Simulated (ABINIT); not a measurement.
# Zr (P6_3/mmc) in ABINIT: a series of runs, part 2 of 2

ABINIT 10.8.3 (patched build). The steps go on from the part before.

### Step 4. Relaxation of cell and atoms, LDA

Input file run.abi:

```
pp_dirpath "./"
pseudos "Zr.hgh"

acell 6.1075948348 6.1075948347 9.7264203634
rprim
     1.0000000000     0.0000000000     0.0000000000
    -0.5000000000     0.8660254038     0.0000000000
     0.0000000000     0.0000000000     1.0000000000
ntypat 1
znucl 40
natom 2
typat 1 1
chkprim 0
chksymtnons 0
tolsym 1.0e-6
xred
            2/3            1/3            3/4
            1/3            2/3            1/4

ecut 18.0
ecutsm 0.5

kptopt 1
ngkpt 7 7 4
nshiftk 1
shiftk 0.0 0.0 0.0

ixc 7

nband 8
occopt 3
tsmear 0.05 eV

nstep 80
tolvrs 1.0e-12

iomode 3
prteig 0
prtebands 0
prtwf 0
prtden 0

ionmov 2
optcell 2
ntime 50
tolmxf 2.0e-5
dilatmx 1.08
```

Potentials or basis: HGH LDA.

The run is started by

```console
$ abinit run.abi > log 2>&1
```

run.abo:

```text
.Version 10.8.3 of ABINIT
 Symmetries : space group P6_3/m m c (#194); Bravais hP (primitive hexag.)
================================================================================
 Values of the parameters that define the memory need of the present run
     intxc =       0    ionmov =       2      iscf =       7    lmnmax =       7
     lnmax =       7     mgfft =      45  mpssoang =       3    mqgrid =    3001
     natom =       2  nloc_mem =       1    nspden =       1   nspinor =       1
    nsppol =       1      nsym =      24    n1xccc =       0    ntypat =       1
    occopt =       3   xclevel =       1
       mpw =        1460          nfft =       32805          nkpt =          24
================================================================================
================================================================================

--------------------------------------------------------------------------------
------------- Echo of variables that govern the present computation ------------
--------------------------------------------------------------------------------
 -outvars: echo values of preprocessed input variables --------
            acell      6.1075948348E+00  6.1075948347E+00  9.7264203634E+00 Bohr
              amu      9.12240000E+01
          chkprim           0
      chksymtnons           0
          dilatmx      1.08000000E+00
             ecut      1.80000000E+01 Hartree
           ecutsm      5.00000000E-01 Hartree
           ionmov           2
              ixc           7
         kptrlatt        7    0    0      0    7    0      0    0    4
          kptrlen      3.89056815E+01
            natom           2
            nband           8
            ngfft          27      27      45
             nkpt          24
            nstep          80
             nsym          24
            ntime          50
           ntypat           1
           occopt           3
          optcell           2
           prtden           0
        prtebands           0
           prteig           0
            prtwf           0
            rprim      1.0000000000E+00  0.0000000000E+00  0.0000000000E+00
                      -5.0000000000E-01  8.6602540380E-01  0.0000000000E+00
                       0.0000000000E+00  0.0000000000E+00  1.0000000000E+00
          spgroup         194
           tolmxf      2.00000000E-05
[... 919 lines left out ...]
    2       0.000000000000      0.000000000000      0.000000000000

 cartesian coordinates (angstrom) at end:
    1      1.56742420829336     0.90495278858901     3.73944644413136
    2      0.00000000001711     1.80990557717802     1.24648214804379

 cartesian forces (hartree/bohr) at end:
    1      0.00000000000000     0.00000000000000     0.00000000000000
    2     -0.00000000000000    -0.00000000000000    -0.00000000000000
 frms,max,avg= 5.6001733E-30 7.1445392E-30   0.000E+00  0.000E+00  0.000E+00 h/b

 cartesian forces (eV/Angstrom) at end:
    1      0.00000000000000     0.00000000000000     0.00000000000000
    2     -0.00000000000000    -0.00000000000000    -0.00000000000000
 frms,max,avg= 2.8797249E-28 3.6738698E-28   0.000E+00  0.000E+00  0.000E+00 e/A
 length scales=  5.924004953552  5.924004953535  9.422039522544 bohr
              =  3.134848416570  3.134848416561  4.985928592175 angstroms
 Fermi (or HOMO) energy (hartree) =   0.26462   Average Vxc (hartree)=  -0.34818
 Eigenvalues (hartree) for nkpt=  24  k points:
 kpt#   1, nband=  8, wtk=  0.00510, kpt=  0.0000  0.0000  0.0000 (reduced coord)
   0.04456    0.14190    0.29395    0.29395    0.29955    0.31689    0.32262    0.32262
      occupation numbers for kpt#   1
   2.00000    2.00000    0.00000    0.00000    0.00000    0.00000    0.00000    0.00000
 prteigrs : prtvol=0 or 1, do not print more k-points.

--- !EnergyTerms
iteration_state     : {dtset: 1, itime: 9, icycle: 1, }
comment             : Components of total free energy in Hartree
kinetic             :  6.11009651909648E+00
hartree             :  2.16182860543288E-02
xc                  : -2.16542130673634E+00
Ewald energy        : -8.83223560277333E+00
psp_core            :  4.99362225082934E-01
local_psp           : -3.92031104746070E-01
non_local_psp       : -1.39860972616804E+00
internal            : -6.15722071019003E+00
'-kT*entropy'       : -7.05202777897937E-04
total_energy        : -6.15792591296793E+00
total_energy_eV     : -1.67565700491905E+02
band_energy         :  1.54036207261126E+00
...

 Cartesian components of stress tensor (hartree/bohr^3)
  sigma(1 1)= -4.00176847E-08  sigma(3 2)=  0.00000000E+00
  sigma(2 2)= -4.00176902E-08  sigma(3 1)=  0.00000000E+00
  sigma(3 3)= -6.11916373E-08  sigma(2 1)= -1.64842958E-14

-Cartesian components of stress tensor (GPa)         [Pressure=  1.3850E-03 GPa]
- sigma(1 1)= -1.17736093E-03  sigma(3 2)=  0.00000000E+00
- sigma(2 2)= -1.17736109E-03  sigma(3 1)=  0.00000000E+00
- sigma(3 3)= -1.80032012E-03  sigma(2 1)= -4.84984726E-10

== END DATASET(S) ==============================================================
================================================================================

 -outvars: echo values of variables after computation  --------
            acell      5.9240049536E+00  5.9240049535E+00  9.4220395225E+00 Bohr
           etotal     -6.1579259130E+00
            fcart      5.6816403013E-30  3.2802965574E-30  7.1445391858E-30
                      -5.6816403013E-30 -3.2802965574E-30 -7.1445391858E-30
            rprim      1.0000000000E+00  0.0000000000E+00  0.0000000000E+00
                      -4.9999999999E-01  8.6602540379E-01  0.0000000000E+00
                       0.0000000000E+00  0.0000000000E+00  1.0000000000E+00
           strten     -4.0017684671E-08 -4.0017690237E-08 -6.1191637273E-08
                       0.0000000000E+00  0.0000000000E+00 -1.6484295791E-14
           xangst      1.5674242083E+00  9.0495278859E-01  3.7394464441E+00
                       1.7108884690E-11  1.8099055772E+00  1.2464821480E+00
             xred      6.6666666667E-01  3.3333333333E-01  7.5000000000E-01
                       3.3333333333E-01  6.6666666667E-01  2.5000000000E-01
 Calculation completed.
```

Run time: 37 s. Hardware: 1 thread of Arm Neoverse V2, shared host; peak memory 0.06 GiB.

What came out:

```
Free energy                            : -167.5657 eV
Relaxed volume                         : 21.22 Å³/atom
Relaxed cell                           : a = 3.135 Å, b = 3.135 Å, c = 4.986 Å, α = 90.00°, β = 90.00°, γ = 120.00°
Space group after relaxing (to 0.05 Å) : P6_3/mmc (No. 194)
Energy gained by relaxing              : 55.3 meV/atom
Ionic steps                            : 9
Pressure after relaxing                : 0.0 GPa
Band gap on the k mesh                 : none (metal or under the smearing width)
```

Step by step:
```
step  energy change (eV)  largest force (eV/Å)  pressure (GPa)  volume (Å³)
   1              0.0000                0.0000           -8.05        46.56
   2             -0.0505                0.0000           -6.14        45.42
   3             -0.1103                0.0000            0.52        42.22
   4             -0.1106                0.0000           -0.02        42.44
   5             -0.1106                0.0000            0.00        42.43
   6             -0.1106                0.0000            0.00        42.43
   7             -0.1106                0.0000            0.01        42.43
   8             -0.1106                0.0000            0.01        42.43
   9             -0.1106                0.0000            0.00        42.43
```

Final structure:
```
Zr
1.0
     3.13485    0.00000    0.00000
    -1.56742    2.71486    0.00000
     0.00000    0.00000    4.98593
Zr
2
Direct
  0.66667 0.33333 0.75000
  0.33333 0.66667 0.25000
```

Caveat: HGH potentials are hard and often keep d shells in the core, so these values are rough. Zero-point motion and thermal expansion aren't in these numbers.
